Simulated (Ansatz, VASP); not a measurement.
Given: the input of a run of Ansatz 0.2.0 on Ti.

Contents of input.yaml:

```yaml
crystal:
  lattice:
    - [2.9302007457, 0.0, 0.0]
    - [-1.4651003729, 2.537628284, 0.0]
    - [0.0, 0.0, 4.6485896576]
  atoms:
    - { symbol: Ti, position: [0.6666666667, 0.3333333333, 0.75] }
    - { symbol: Ti, position: [0.3333333333, 0.6666666667, 0.25] }
hamiltonian:
  xc: pbesol
  pseudopotentials: { kind: paw }
kpoints:
  mp_grid: { grid: [10, 10, 6] }
scf:
  occupations: { method: fermi_dirac, width: 0.05 }
output:
  forces: true
  stress: true
  eigenvalues: true
```

Potentials or basis: Ansatz PAW.

Launch:

```console
$ ansatz run input.yaml --threads 1 --pin off --max-ram 3584MiB --backend cpu --events-out ev --progress --plain --runs-dir out
```

Question: Set up the same calculation for VASP 6.6.1. Potentials there: VASP PAW PBE potentials, release 64 (Ti_sv).

Answer: As run (the cutoff follows the program's own potentials):

The input INCAR:

```
ALGO = Normal
EDIFF = 1E-7
ENCUT = 520
GGA = PS
ISIF = 2
ISMEAR = -1
LASPH = True
LCHARG = False
LREAL = False
LWAVE = False
NBANDS = 19
NELM = 80
PREC = Accurate
SIGMA = 0.05
```

KPOINTS

```
k-points
0
Gamma
  10 10 6
```

POSCAR

```
Ti
1.0
    2.9302007457      0.0000000000      0.0000000000
   -1.4651003729      2.5376282840      0.0000000000
    0.0000000000      0.0000000000      4.6485896576
Ti
2
Direct
    0.6666666667      0.3333333333      0.7500000000
    0.3333333333      0.6666666667      0.2500000000
```

Potentials or basis: VASP PAW PBE potentials, release 64 (Ti_sv).

Launch:

```console
$ cat potpaw_PBE.64/Ti_sv/POTCAR > POTCAR
$ mpirun -np 1 vasp_std > vasp.out
```

Both were run:

|  | VASP | Ansatz | Ansatz less VASP |
| --- | --- | --- | --- |
| gap on the k mesh at the Fermi level (eV) | none | none | - |
| pressure (GPa) | -3.9 | -3.7 | +0.23 |
| largest component of the traceless stress (GPa) | 0.36 | 0.35 | -0.005 |

A gap of «none» marks a metal or a gap that the smearing closes.

Caveats: the PAW data sets were made with another functional, which shifts forces and pressure a little (VASP); the PAW data sets come from PBE, with cores solved anew for the run's functional, which leaves a small shift of forces and pressure (Ansatz).
